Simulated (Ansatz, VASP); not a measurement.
# Cross-check of Al13N14 (N_Al) between VASP and Ansatz, part 2 of 2

One calculation is typed for both programs; each brings its own data sets. How far apart do they land? The cell is taken from a series of runs on this material, whose earlier steps may have relaxed, scaled, displaced or heated it; both programs get it as it stands.

VASP 6.6.1 and Ansatz 0.2.0.

So far. Step 2 (VASP: single point, HSE06): The run ends at a pressure of 1.58 GPa, with forces up to 0.25 eV/Å.

### Step 3. Ansatz: single point, HSE06

Level of this step: Ansatz beside VASP: Kohn-Sham DFT, plane waves, HSE06 (Ansatz).

Ansatz runs on its PAW soft_1 files.

The same cell, functional, mesh and smearing now go to Ansatz.

input.yaml reads:

```yaml
crystal:
  lattice:
    - [0.0, 6.60374937, 6.60374937]
    - [6.60374937, 0.0, 6.60374937]
    - [6.60374937, 6.60374937, 0.0]
  atoms:
    - { symbol: Al, position: [0.00217461045, -0.0029514272, -0.00100945395] }
    - { symbol: "N", position: [0.08381423409, 0.08299832345, 0.08176187784] }
    - { symbol: Al, position: [0.00207071163, -0.00137603493, 0.33242052009] }
    - { symbol: "N", position: [0.08321300427, 0.08315715551, 0.41631556495] }
    - { symbol: Al, position: [0.00115063847, -0.00409939518, 0.6659299044] }
    - { symbol: "N", position: [0.08536694488, 0.08088495816, 0.74878649373] }
    - { symbol: Al, position: [0.00028910032, 0.33307434563, -7.511685e-05] }
    - { symbol: "N", position: [0.07918628228, 0.413259308, 0.08817873279] }
    - { symbol: Al, position: [-0.00141752444, 0.33171903576, 0.33462951363] }
    - { symbol: "N", position: [0.08446617279, 0.4150712549, 0.41640929227] }
    - { symbol: Al, position: [0.00178513676, 0.33061626639, 0.66623609342] }
    - { symbol: "N", position: [0.08382596721, 0.41598613815, 0.74885785344] }
    - { symbol: Al, position: [0.0093748922, 0.66333692918, -0.00729601721] }
    - { symbol: "N", position: [0.08440003095, 0.74910593036, 0.08248402826] }
    - { symbol: Al, position: [0.00201663008, 0.66638161761, 0.3299760985] }
    - { symbol: "N", position: [0.08434658807, 0.74916217445, 0.41334771893] }
    - { symbol: Al, position: [0.00011767154, 0.66778333952, 0.66298839542] }
    - { symbol: "N", position: [0.0517500098, 0.75696071606, 0.75713542171] }
    - { symbol: Al, position: [0.33595211597, 6.381804e-05, -0.00106355529] }
    - { symbol: "N", position: [0.41491752476, 0.09138716608, 0.07915632184] }
    - { symbol: Al, position: [0.33662109937, -0.00469435663, 0.33184808605] }
    - { symbol: "N", position: [0.41771418336, 0.08315194243, 0.41631189057] }
    - { symbol: Al, position: [0.33742250518, -0.0041107475, 0.66591578303] }
    - { symbol: "N", position: [0.41721363392, 0.08956737199, 0.74704701916] }
    - { symbol: Al, position: [0.32781530135, 0.34339388038, 0.00138566946] }
    - { symbol: "N", position: [0.41979011806, 0.41324489567, 0.08818153016] }
    - { symbol: Al, position: [0.33547675595, 0.33171711774, 0.3346304323] }
    - { symbol: "N", position: [0.41708700994, 0.41776445211, 0.41619752312] }
    - { symbol: Al, position: [0.3333688914, 0.33848098355, 0.66435351083] }
    - { symbol: "N", position: [0.4134298709, 0.41648729682, 0.75709096173] }
    - { symbol: Al, position: [0.33497472894, 0.66331061456, -0.00730109992] }
    - { symbol: "N", position: [0.41570158199, 0.75015252353, 0.07926758694] }
    - { symbol: Al, position: [0.33715974427, 0.67165432327, 0.32945530328] }
    - { symbol: "N", position: [0.4274209237, 0.76119713631, 0.38435555786] }
    - { symbol: "N", position: [0.31555752242, 0.60249395735, 0.76678939725] }
    - { symbol: "N", position: [0.4345435614, 0.75692177434, 0.75711823897] }
    - { symbol: Al, position: [0.66542691485, 6.416751e-05, -0.00105404995] }
    - { symbol: "N", position: [0.75182158476, 0.08299658031, 0.08176262335] }
    - { symbol: Al, position: [0.66728063337, -0.00138221193, 0.33242085763] }
    - { symbol: "N", position: [0.75111923987, 0.08458631772, 0.41356990116] }
    - { symbol: Al, position: [0.66688986651, 0.00168480051, 0.66492729266] }
    - { symbol: "N", position: [0.74655167144, 0.08956894834, 0.74705664454] }
    - { symbol: Al, position: [0.66712412328, 0.33306734584, -6.684803e-05] }
    - { symbol: "N", position: [0.75049656717, 0.41801341802, 0.08140535162] }
    - { symbol: Al, position: [0.66638492317, 0.33550938148, 0.33213433153] }
    - { symbol: "N", position: [0.74935918985, 0.41775894959, 0.41620916933] }
    - { symbol: Al, position: [0.66421971203, 0.33846544485, 0.6643669515] }
    - { symbol: "N", position: [0.75175396403, 0.41597668953, 0.74886470763] }
    - { symbol: Al, position: [0.66609693582, 0.67108609721, -0.00287327313] }
    - { symbol: "N", position: [0.75524348918, 0.75015629868, 0.07929392658] }
    - { symbol: Al, position: [0.6621200856, 0.67165153417, 0.32947012263] }
    - { symbol: "N", position: [0.75353501192, 0.74915791509, 0.41335606847] }
    - { symbol: Al, position: [0.66951726455, 0.66776652423, 0.66299115367] }
    - { symbol: "N", position: [0.75084260225, 0.75323016265, 0.74547100597] }
  host:
    repeats: [3, 3, 3]
    atoms:
      - { symbol: Al, position: [0.0, 0.0, 0.0] }
      - { symbol: "N", position: [0.25, 0.25, 0.25] }
total_charge: -2
basis:
  ecutwfc: 420
  xc_grid: 2
hamiltonian:
  xc: hse06
  pseudopotentials: { kind: paw, azcp: { folder: soft_1 } }
kpoints:
  mp_grid: { grid: [1, 1, 1] }
magnetization:
  spin_polarized: true
  initial_magnetization: 0
  spin_locking: { lock_magnetization: hard }
scf:
  occupations: { method: fermi_dirac, width: 0.01 }
  max_iter: 80
  n_extra_bands: 16
  lower_state_search: "off"
output:
  forces: true
  eigenvalues: true
checkpoint:
  read: "../exc.ground.qm2.run"
  write: "../exc0_qm2.hse06.g0.run"
  compress: false
  write_wavefunctions: true
  write_every: 100000
```

Started as:

```sh
$ ansatz run input.yaml --threads 4 --pin off --max-ram 7536MiB --backend cpu --events-out ev --progress --plain --runs-dir out
```

Numbers of over 12 decimals in the logs are rounded to 6 here.

Log:

```text
Warning: checkpoint.read: hamiltonian.xc differs: saved pbe, current hse06; the SCF iterates under this deck's functional from the saved state
scf.n_extra_bands = 16 over 110 filled bands (N_el = 220.0): the run solves 126 bands
exact exchange: scf.exx.singularity resolves to wigner_seitz, which cuts the screened interaction at the faces of the exchange supercell's Wigner-Seitz cell, so that each pair interacts once, at the shortest of its separations (the periodic images that this leaves out come, for a point-like exchange hole, to about 0.028 eV on a filled level). The cut falls within the interaction's reach, and what an exchange supercel [...]
Engine: ansatz 0.2.0, aarch64-unknown-linux-gnu
Pseudopotentials: kind: paw
Pseudopotential: Al, paw, valence charge 3, recommended cutoff 420 eV (normal), soft_1/Al.paw.azcp
Pseudopotential: N, paw, valence charge 5, recommended cutoff 420 eV (normal), soft_1/N.paw.azcp
Functional definition: HSE06
  parameter a = 0.25
  parameter omega = 0.11/bohr
  exchange = pbe_x - a*pbe_x_sr(omega) + a*exact_x_sr(omega)
  correlation = pbe_c
Crystal: 54 atoms, lattice volume = 575.972 Å³
Basis set: ecut = 420 eV, 11191 PW (Γ), exchange–correlation on 128×128×128 points (8 copies of the dense FFT grid, shifted against one another)
Bands: 126, of which v1, the nominal top of the filled ones, is band 110 counted from 1 (109 counted from 0)
Symmetry: 1 space group operations
Space group: P1 (ITA 1), of the structure as read, at distance tolerance 8.3e-5 Å
k-points: 1
Non-local potential: Al, projectors of the file, l = 0: 2, l = 1: 2, l = 2: 1
Non-local potential: N, projectors of the file, l = 0: 2, l = 1: 2, l = 2: 1
PAW form: soft (Blöchl's): semilocal exchange-correlation on the pseudo side does not see the compensation charge
PAW frozen core: Al, regenerated for the run's functional, and the local potential with it (the file was generated under x = pbe(κ = 0.804, μ = 0.219515), c = pbe(β = 0.066725))
PAW frozen core: N, regenerated for the run's functional, and the local potential with it (the file was generated under x = pbe(κ = 0.804, μ = 0.219515), c = pbe(β = 0.066725))
PAW one-centre angular grid: Al, 110 points (default); XC on 64 Gauss nodes
PAW one-centre angular grid: N, 110 points (default); XC on 64 Gauss nodes
Initial density: read from a saved state, or passed on in memory by an earlier SCF of this step, an earlier step, the calling program or the single point that the run made first
Initial wavefunctions: pseudopotential atomic-orbital guess
Functional: x = pbe(κ = 0.804, μ = 0.219515), c = pbe(β = 0.066725), warm-up for x = pbe(κ = 0.804, μ = 0.219515) + 0.25 (exact − pbe) at short range (hse, ω = 0.207870 Å⁻¹), c = pbe(β = 0.066725); HSE06 as pw.x's `hse` composes it (authors' and Libxc's form: `xc: wpbeh`)
iter 1 solved again at ethr=2.19e-6 eV; its pass at ethr=1.00e-1 eV (dr2=4.81e-3 eV) is discarded
SCF iter   1: F=—  HF=-24768.317752 eV  |F-HF|=—  |Δ(HF+E_count)|=         —  Δρ=2.01e-4 (↑2.01e-4 ↓2.01e-4)  dr2=1.09e-3  dr2_m=0.00e0  M=0.000 μB ∫|m|=0.000 μB  β_m=0.30  ethr=2.19e-6  ⟨swp⟩=20.0  Hψ=1318  notcnv=1  reapply=1
preconditioner: auto → none  [insulator: Δε(μ)=1.310 eV  Ē_g=10.192 eV  σ=0.010 eV  W_gap=1.00  n_scr=112 (ndim 8)  ℏωp=22.9 eV  f_vac=0.000  D(μ)=0.00/eV (n_scr^D=0)]
SCF iter   2: F=—  HF=-24768.317372 eV  |F-HF|=—  |Δ(HF+E_count)|=   3.80e-4  Δρ=1.09e-4 (↑1.09e-4 ↓1.09e-4)  dr2=2.94e-4  dr2_m=0.00e0  M=0.000 μB ∫|m|=0.000 μB  β_m=0.45  ethr=4.96e-7  ⟨swp⟩=3.0  Hψ=239  notcnv=0
SCF iter   3: F=-24768.317232 eV  HF=-24768.317262 eV  |F-HF|=3.02e-5  |Δ(HF+E_count)|=   1.10e-4  Δρ=4.38e-5 (↑4.38e-5 ↓4.38e-5)  dr2=4.02e-5  dr2_m=0.00e0  M=0.000 μB ∫|m|=0.000 μB  ethr=1.33e-7  ⟨swp⟩=3.0  Hψ=323  notcnv=0
SCF 1 stopped early in 3 iterations: F = -24768.317232 eV  dr2 = 4.02e-5
  greatest PAW one-centre occupation: 0.859 electrons in one spin orbital (limit 2), on the N atom at site 34 (counted from 0), in its partial waves of l = 0
[...]
SCF iter   7: F=—  HF=-24779.423486 eV  |F-HF|=—  |Δ(HF+E_count)|=  1.46e-10  Δρ=3.03e-7 (↑3.03e-7 ↓3.03e-7)  dr2=2.07e-9  dr2_m=0.00e0  M=0.000 μB ∫|m|=0.000 μB  β_m=0.59  ethr=2.02e-12  ⟨swp⟩=5.0  Hψ=310  notcnv=0
SCF iter   8: F=-24779.423486 eV  HF=-24779.423486 eV  |F-HF|=6.55e-11  |Δ(HF+E_count)|=  2.76e-10  Δρ=9.83e-8 (↑9.83e-8 ↓9.83e-8)  dr2=1.74e-10  dr2_m=0.00e0  M=0.000 μB ∫|m|=0.000 μB  ethr=1.00e-12  ⟨swp⟩=4.0  Hψ=267  notcnv=0
SCF 3 converged in 8 iterations: F = -24779.423486 eV  dr2 = 1.74e-10
  Residual-converged pass: ⟨swp⟩=3.0  Hψ=254  notcnv=0  max |occ|·‖R‖ = 2.2e-7 eV (tolerance 2.7e-7 eV)  dr2=1.90e-10  dr2_m=0.00e0  dr2_onsite=9.24e-12  max |Δocc| = 0.0e0
hybrid outer 2: dexx = +1.160e-6 eV, tail = 3.98e-9 eV, Δε = 1.51e-3 eV (about 1.44e-5 eV left of the loop's levels), ΔF = 4.87e-3 eV/Å (tail 2.04e-4)
this state was not tested for a lower state beside it, because the functional holds exact exchange (a hybrid, or Hartree-Fock), whose exchange loop this test does not read (fock_operator); the stability check (scf.self_checks: high) cannot read this state: a pseudopotential is PAW: the check reads norm-conserving sets alone
hybrid SCF converged: 2 outer / 14 inner (+3 warm-up), last move |dexx| = 1.16e-6 eV, tail = 3.98e-9 eV
Magnetization: 0.0000 μB (110.0000 up, 110.0000 down)
Absolute magnetization: 0.0000 μB (∫|ρ↑−ρ↓|)
Spin contamination: 0.0000 ħ² per cell (⟨S²⟩ above its minimum at these occupations)
Per-site moments (μB) at R_I (Å): [(0.0, 0.779898), (0.0, 0.786623), (0.0, 0.784744), (0.0, 0.781864), (0.0, 0.757884), (0.0, 0.785523), (0.0, 0.778230), (0.0, 0.775236), (0.0, 0.775236), (0.0, 0.785830), (0.0, 0.785523), (0.0, 0.785177), (0.0, 0.750808), (0.0, 0.778476), (0.0, 0.778476), (0.0, 0.781593), (0.0, 0.744452), (0.0, 0.744452), (0.0, 0.786388), (0.0, 0.788400), (0.0, 0.741288), (0.0, 0.781875), (0.0, 0.757 [...]
Free energy (F): -24779.423486 eV
Frozen-core exchange: fock
Harris-Foulkes:  -24779.423486 eV  (|F-HF|=6.55e-11)
Internal energy: -24779.423486 eV  (E = F + TS)
E sigma→0 (E₀):  -24779.423486 eV
Fermi energy:    9.165288 (↑ 9.165288, ↓ 9.165288) eV
--- Per-component energies (eV) ---
  E_band       = 55.807010
  E_kinetic    = 4360.891135
  E_local      = -5985.565178  (includes V_loc(G=0)·N_el)
  E_nonlocal   = 1200.643606
  E_hartree    = 2205.348087
  E_xc         = -2195.734012
  E_vxc        = -2372.046257  (∫ρ·V_xc dr)
  E_exx        = -494.333679  (= α·E_x^exact, valence–valence)
  E_paw        = -15824.343689  (= ΣΔE_a)
  E_vpaw       = -570.169497  (= ΣTr[D̂ρ^β])
  E_aug_tail   = 0.023920  (compensation charges beyond the density's cutoff)
  E_ewald      = -8044.567521
  E_core_change = -1.786156  (= ΣΔE_core)
  E_smearing   = -0.000000  (= −TS)
  E_closure    = 0.000002  (closes the sum)
  E_deformation_potential = -33.142947  (in the stress; not in F)
  Σ components = -24779.423486   (vs F -24779.423486, Δ=0.00e0)
--- Forces (eV/Å), atoms counted from 1 ---
  atom   1  Al    -0.03600412    -0.01298713     0.01435100
  atom   2  N      0.02198173     0.00107463     0.00153737
  atom   3  Al    -0.00118972     0.02575589    -0.01773983
  atom   4  N      0.00526223    -0.06083433     0.01238091
  atom   5  Al    -0.07031978     0.07785817    -0.11039821
  atom   6  N      0.05387218    -0.01471711     0.01428875
  atom   7  Al    -0.01376920    -0.03387210     0.00979000
  atom   8  N     -0.02279807     0.02743304     0.05768879
  atom   9  Al     0.00953182     0.02221186    -0.00096106
  atom  10  N     -0.00398416    -0.00081072     0.00038759
  atom  11  Al     0.00350704     0.00949481    -0.00961642
  atom  12  N     -0.02510027     0.01515395    -0.02226283
  atom  13  Al     0.01815366    -0.22295021     0.02199808
  atom  14  N     -0.02158678     0.01518552    -0.01554052
  atom  15  Al     0.01610952     0.00095770    -0.00010281
  atom  16  N     -0.00887720    -0.04491317    -0.00120942
  atom  17  Al     0.17467093     0.05146616     0.05333028
  atom  18  N      0.01085762     0.04630285    -0.05744866
  atom  19  Al    -0.04269132    -0.00859378    -0.00984668
  atom  20  N     -0.01271110    -0.00115966     0.00195638
  atom  21  Al    -0.05891771     0.05269487    -0.05386085
  atom  22  N      0.00527448    -0.01245590     0.06123675
  atom  23  Al    -0.06929170     0.11113511    -0.07893078
  atom  24  N      0.05192440    -0.00685912     0.05401930
[...]
atom  47  Al     0.00144337     0.04971269     0.05555239
  atom  48  N     -0.02532242     0.02214659    -0.01549136
  atom  49  Al    -0.02250286    -0.04227197     0.04041230
  atom  50  N      0.05038719    -0.00769945    -0.05263071
  atom  51  Al     0.04022992    -0.07936005    -0.02082895
  atom  52  N     -0.00933487     0.00117568     0.04539934
  atom  53  Al     0.17518124    -0.05336431    -0.05151178
  atom  54  N     -0.04339546     0.00418762    -0.00449831
  max |Σ_I F_I| component: 9.11e-6 eV/Å
--- Band table (eV) ---
  k-point 0 ↑: bands = [... 106 lower, 6.2843, 6.4617, 7.3605, 7.8654, 10.4652, 11.1300, 11.6822, 11.7270, ... 12 higher]
  k-point 0 ↓: bands = [... 106 lower, 6.2843, 6.4617, 7.3605, 7.8654, 10.4652, 11.1300, 11.6822, 11.7270, ... 12 higher]
```

In the SCF lines HF is the Harris–Foulkes energy and dr2 the Hartree energy of the density residual, in eV; the loop may stop once dr2 is under the threshold and the program's other checks hold. Hψ counts applications of the Hamiltonian.

### Step 4. Comparison

Known differences besides the potentials themselves: exact exchange at q = 0 is treated differently, which shows on coarse meshes; VASP keeps PBE cores, Ansatz makes them for the functional; the cutoff is 420 eV in Ansatz and 520 eV in VASP (PREC = Accurate, projectors in real space); VASP takes a coarser grid for exact exchange (PRECFOCK = Fast). Total energies have different zeros and are not compared.

Forces on 8 of the 54 atoms, those with the largest forces and the largest differences (eV/Å; atoms numbered as in POSCAR):

```csv
atom,"Ansatz x, y, z","VASP x, y, z"
Al7,"0.018, -0.223, 0.022","0.018, -0.216, 0.022"
Al9,"0.175, 0.051, 0.053","0.170, 0.051, 0.054"
Al15,"0.001, -0.055, -0.051","0.008, -0.049, -0.044"
Al16,"0.019, -0.022, 0.225","0.019, -0.022, 0.218"
Al26,"0.175, -0.053, -0.052","0.171, -0.055, -0.051"
N41,"0.302, -0.043, 0.043","0.218, -0.003, 0.002"
N43,"-0.143, -0.142, 0.142","-0.138, -0.138, 0.137"
N44,"-0.290, 0.165, -0.162","-0.200, 0.107, -0.105"
```

The forces differ by 13 meV/Å r.m.s., which is 22.8 % of the r.m.s. force of 0.056 eV/Å (both taken over all components). The cell carries a charge of -2 e against a uniform background, so its pressure also hangs on how the neutralising background is counted, and in a defect's cell a gap may be the spacing between its levels.

### Step 5. Summary of results

| Quantity | Value |
| --- | --- |
| r.m.s. force difference (single point, HSE06) | 13 meV/Å |

The r.m.s. force difference is 13 meV/Å (single point, HSE06), beyond the 12 meV/Å picked in this series as the mark of a large difference. What causes the difference of the single point, HSE06 pair stays open here. Such differences can come from data sets, numerical settings and the points named under the comparisons, not from the functional's error against experiment.

[Lines on the potential files, build, host, timing and source positions are cut from VASP's logs without a mark.]

[Logs are printed without paths, hosts, clocks, repeated set-up lines and the standing remarks that a program may print on its own settings, such as how far it seeks lower states.]

[Hosts, paths, dates, database ids (printed as entryN), source tags and the programs' standing remarks are cut or masked in the printed files.]
